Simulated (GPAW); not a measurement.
# Pb (Fm-3m) in GPAW: settings compared, part 2 of 2

GPAW 26.7.0. Earlier steps stand in the parts before.

**3. Band structure, PBEsol, spin-orbit coupling, no magnetisation**

Contents of run.py:

```python
import numpy as np
from ase.dft.bandgap import bandgap
from ase.io import read, write
from ase.units import GPa
from gpaw import GPAW, PW, setup_paths
from gpaw.spinorbit import soc_eigenstates

setup_paths.insert(0, '.')

atoms = read('Pb.cif')

calc = GPAW(mode=PW(600),
            xc='PBEsol',
            kpts={'size': (9, 9, 9), 'gamma': True},
            occupations={'name': 'fermi-dirac', 'width': 0.05},
            nbands=14,
            convergence={'density': 1e-05, 'energy': 1e-05},
            maxiter=150,
            txt='gpaw.txt')
atoms.calc = calc
energy = atoms.get_potential_energy()
forces = atoms.get_forces()
stress = atoms.get_stress()
calc.write('gs.gpw')
write('result.traj', atoms)
print(f'Energy: {energy:.6f} eV')
print('Forces (eV/A):')
print(forces.round(4))
print('Stress (GPa):', (stress / GPa).round(3))
print('Fermi level:', round(calc.get_fermi_level(), 4), 'eV')
print(f'Gap: {bandgap(calc)[0]:.4f} eV, direct: {bandgap(calc, direct=True)[0]:.4f} eV')

path = atoms.cell.bandpath('GXWKGLUWLK,UX', npoints=60, eps=1e-4)
bs_calc = calc.fixed_density(kpts=path, symmetry='off', nbands=23,
                             convergence={'bands': 'CBM+6.0', 'eigenstates': 1e-6}, txt='bands.txt')
bs = bs_calc.band_structure()
bs.write('bs.json')
print(f'Gap on the path: {bandgap(bs_calc)[0]:.4f} eV')

soc = soc_eigenstates(bs_calc, theta=0, phi=0)
np.savetxt('soc_bands.dat', soc.eigenvalues(), fmt='%.4f')
mesh = soc_eigenstates('gs.gpw', theta=0, phi=0)
np.savetxt('soc_mesh.dat', mesh.eigenvalues(), fmt='%.4f')
print('Fermi level with spin-orbit coupling:', round(mesh.fermi_level, 4), 'eV')
```

Contents of Pb.cif:

```cif
data_Pb
_cell_length_a 3.50020685
_cell_length_b 3.50020685
_cell_length_c 3.50020685
_cell_angle_alpha 60.00000000
_cell_angle_beta 60.00000000
_cell_angle_gamma 60.00000000
_space_group_name_H-M_alt 'P1'
_space_group_name_Hall 'P 1'
_space_group_IT_number 1
loop_
_space_group_symop_operation_xyz
'x,y,z'
loop_
_atom_site_label
_atom_site_type_symbol
_atom_site_symmetry_multiplicity
_atom_site_Wyckoff_symbol
_atom_site_fract_x
_atom_site_fract_y
_atom_site_fract_z
_atom_site_occupancy
Pb1 Pb 1 a 0.0000000000 0.0000000000 0.0000000000 1
```

Potentials or basis: PAW data sets generated in the run's folder for this functional, pw.

Started as:

```bash
> gpaw-setup -f PBEsol Pb
> OMP_NUM_THREADS=1 python run.py
```

It took 17 s on 1 thread of Arm Neoverse V2, shared host; peak memory 0.21 GiB.

Results (log left out):

```
Free energy             : -4.2671 eV
Pressure                : -0.9 GPa
Band gap along the path : none (metal or under the smearing width)
```

Levels at the corners of the path, in eV from the Fermi level:
```
point  band 10  band 11  band 12  band 13  band 14  band 15  band 16  band 17  band 18  band 19
    Γ   -15.73   -11.61   -11.61     4.55     4.55     8.80     8.80     8.80     8.80     9.92
    X   -15.49    -6.53    -6.53    -3.49    -3.49     1.41     1.41     2.94     2.94     5.49
    W   -15.60    -6.42    -6.42    -2.32    -2.31    -0.72    -0.72     0.55     0.55    10.74
    K   -15.57    -6.61    -6.61    -2.72    -2.72    -0.98    -0.98     3.13     3.13     6.58
    Γ   -15.73   -11.61   -11.61     4.55     4.55     8.80     8.80     8.80     8.80     9.92
    L   -15.58    -7.95    -7.95    -4.31    -4.31     4.34     4.34     6.81     6.81     9.38
    U   -15.57    -6.61    -6.61    -2.71    -2.71    -0.98    -0.98     3.13     3.13     6.58
    W   -15.60    -6.42    -6.42    -2.32    -2.31    -0.72    -0.72     0.55     0.55    10.74
    L   -15.58    -7.95    -7.95    -4.31    -4.31     4.34     4.34     6.81     6.81     9.38
    K   -15.57    -6.61    -6.61    -2.72    -2.72    -0.98    -0.98     3.13     3.13     6.58
    U   -15.57    -6.61    -6.61    -2.71    -2.71    -0.98    -0.98     3.13     3.13     6.58
    X   -15.49    -6.53    -6.53    -3.49    -3.49     1.41     1.41     2.94     2.94     5.49
```

Caveat: spin-orbit coupling was added after a scalar SCF, so levels and gaps hold it while energy, forces, pressure and moments don't; this program's spin-orbit splittings come out too wide for heavy elements.

**4. Band structure, LDA**

Edit run.py of step 3 so:

```diff
@@ -1,2 +1 @@
-import numpy as np
 from ase.dft.bandgap import bandgap
@@ -5,3 +4,2 @@
 from gpaw import GPAW, PW, setup_paths
-from gpaw.spinorbit import soc_eigenstates
 
@@ -9,6 +7,6 @@
 
-atoms = read('Pb.cif')
+atoms = read('Pb.xyz')
 
 calc = GPAW(mode=PW(600),
-            xc='PBEsol',
+            xc='LDA',
             kpts={'size': (9, 9, 9), 'gamma': True},
@@ -32,3 +30,3 @@
 
-path = atoms.cell.bandpath('GXWKGLUWLK,UX', npoints=60, eps=1e-4)
+path = atoms.cell.bandpath('GXWKGLUWLK,UX', npoints=80, eps=1e-4)
 bs_calc = calc.fixed_density(kpts=path, symmetry='off', nbands=23,
@@ -38,7 +36 @@
 print(f'Gap on the path: {bandgap(bs_calc)[0]:.4f} eV')
-
-soc = soc_eigenstates(bs_calc, theta=0, phi=0)
-np.savetxt('soc_bands.dat', soc.eigenvalues(), fmt='%.4f')
-mesh = soc_eigenstates('gs.gpw', theta=0, phi=0)
-np.savetxt('soc_mesh.dat', mesh.eigenvalues(), fmt='%.4f')
-print('Fermi level with spin-orbit coupling:', round(mesh.fermi_level, 4), 'eV')
```

Contents of Pb.xyz:

```xyz
1
Lattice="0.0000000000 2.4750200000 2.4750200000 2.4750200000 0.0000000000 2.4750200000 2.4750200000 2.4750200000 0.0000000000" Properties=species:S:1:pos:R:3 pbc="T T T"
Pb     0.0000000000      0.0000000000      0.0000000000
```

Potentials or basis: PAW data sets generated in the run's folder for this functional, pw.

Started as:

```bash
> gpaw-setup -f LDA Pb
> OMP_NUM_THREADS=1 python run.py
```

gpaw.txt:

```text
__  _  _
 | _ |_)|_||  |
 |__||  | ||/\| - 26.7.0

Input parameters:
  mode=PW(ecut=600.0),
  convergence={'density': 1e-05, 'energy': 1e-05},
  kpts=MonkhorstPack(size=(9, 9, 9), gamma=True),
  maxiter=150,
  nbands=14,
  occupations=Occupations(name='fermi-dirac', width=0.05),
  xc=XC(name='LDA')

Diagonalizing LCAO Hamiltonian
Converting LCAO to pw mode

       Pb

Atoms  # Å, Bohr magnetons
|   | symbol |        x |        y |        z |    initial magnetic moments |
|---|--------|----------|----------|----------|-----------------------------|
| 0 |     Pb | 0.000000 | 0.000000 | 0.000000 | ( 0.0000,  0.0000,  0.0000) |

Unit cell  # Å
| periodic |        x |        y |        z |  lengths |    angles |
|----------|----------|----------|----------|----------|-----------|
|      yes | 0.000000 | 2.475020 | 2.475020 | 3.500207 | 60.000000 |
|      yes | 2.475020 | 0.000000 | 2.475020 | 3.500207 | 60.000000 |
|      yes | 2.475020 | 2.475020 | 0.000000 | 3.500207 | 60.000000 |

[... 174 lines left out ...]

Energy contributions:
  Kinetic:           5.826188
  Coulomb:          -6.067140
  Zero:             -0.000586
  External:          0.000000
  Xc:               -4.292516
  Entropy:          -0.003169
  Spinorbit:         0.000000
  ----------------------------
  Free energy:      -4.537223
  Extrapolated:     -4.535639

dipole moment: (-21.001181, -21.001181, -21.001181)  # |e|*Ang

Fermi level: 7.096
Eigenvalues  # (at kpt = [0.000, 0.000, 0.000])
| band index |      eig [eV] | occ [0-2] |
|------------|---------------|-----------|
|          0 |        -9.708 |     2.000 |
|          1 |        -9.708 |     2.000 |
|          2 |        -9.708 |     2.000 |
|          3 |        -9.564 |     2.000 |
|          4 |        -9.564 |     2.000 |
|          5 |        -4.484 |     2.000 |
|          6 |        14.558 |     0.000 |
|          7 |        14.558 |     0.000 |
|          8 |        14.558 |     0.000 |
|          9 |        17.176 |     0.000 |
|         10 |        18.736 |     0.000 |
|         11 |        19.782 |     0.000 |
|         12 |        19.782 |     0.000 |
|         13 |        19.782 |     0.000 |

No gap
No difference between direct/indirect transitions

Forces  # eV/Ang
|       x |        y |        z |
|---------|----------|----------|
| 0.00000 | -0.00000 | -0.00000 |  # Pb   0

Stress tensor  # eV/Ang^3
|         x |         y |         z |
|-----------|-----------|-----------|
|  0.015040 | -0.000000 | -0.000000 |
| -0.000000 |  0.015040 | -0.000000 |
| -0.000000 | -0.000000 |  0.015040 |

# Writing to gs.gpw (mode='')
```

stdout:

```text
Energy: -4.535639 eV
Forces (eV/A):
[[ 0. -0. -0.]]
Stress (GPa): [ 2.41  2.41  2.41 -0.   -0.   -0.  ]
Fermi level: 7.0965 eV
Gap: 0.0000 eV, direct: 0.0000 eV
Gap on the path: 0.0000 eV
```

Run time: 19 s. Hardware: 1 thread of Arm Neoverse V2, shared host; peak memory 0.19 GiB.

What came out:

```
Free energy             : -4.5372 eV
Pressure                : -2.4 GPa
Band gap along the path : none (metal or under the smearing width)
```

Levels at the corners of the path, in eV from the Fermi level:
| point | band 4 | band 5 | band 6 | band 7 | band 8 | band 9 | band 10 |
| --- | --- | --- | --- | --- | --- | --- | --- |
| Γ | -16.66 | -16.66 | -11.58 | 7.46 | 7.46 | 7.46 | 10.08 |
| X | -16.49 | -16.49 | -6.56 | -3.12 | 2.15 | 2.15 | 5.65 |
| W | -16.61 | -16.49 | -6.46 | -1.23 | -1.23 | 0.43 | 11.02 |
| K | -16.59 | -16.53 | -6.65 | -2.14 | -1.07 | 3.07 | 6.73 |
| Γ | -16.66 | -16.66 | -11.58 | 7.46 | 7.46 | 7.46 | 10.08 |
| L | -16.53 | -16.53 | -7.97 | -4.04 | 5.64 | 5.64 | 9.54 |
| U | -16.59 | -16.53 | -6.65 | -2.14 | -1.07 | 3.07 | 6.73 |
| W | -16.61 | -16.49 | -6.46 | -1.23 | -1.23 | 0.43 | 11.02 |
| L | -16.53 | -16.53 | -7.97 | -4.04 | 5.64 | 5.64 | 9.54 |
| K | -16.59 | -16.53 | -6.65 | -2.14 | -1.07 | 3.07 | 6.73 |
| U | -16.59 | -16.53 | -6.65 | -2.14 | -1.07 | 3.07 | 6.73 |
| X | -16.49 | -16.49 | -6.56 | -3.12 | 2.15 | 2.15 | 5.65 |

Caveat: spin-orbit coupling is left out, which moves the levels of the heavy elements.

**5. Summary**

```csv
level,potentials or basis,spin,cutoff (eV),band points,spin axis theta (degrees),spin axis phi (degrees),soc after scf,grid spacing,pressure (GPa)
PBE,"GPAW PAW data sets (gpaw-data 1.2.1), fd",off,-,100,-,-,-,0.2 Å,-
PBEsol,"PAW data sets generated in the run's folder for this functional, pw","SOC, no magnetisation",600,60,0,0,second variation,-,-0.9
LDA,"PAW data sets generated in the run's folder for this functional, pw",off,600,80,-,-,-,-,-2.4
```

Alike in all rows: task band structure; cell as given; k mesh 9 × 9 × 9; smearing fermi-dirac 0.05 eV.

Caveats: spin-orbit coupling is left out, which moves the levels of the heavy elements (some runs); the real-space grid adds noise to forces (some runs); spin-orbit coupling was added after a scalar SCF, so levels and gaps hold it while energy, forces, pressure and moments don't (some runs); this program's spin-orbit splittings come out too wide for heavy elements (some runs).

Total energies depend on the potentials used, so only differences within one code and one set of settings carry meaning.
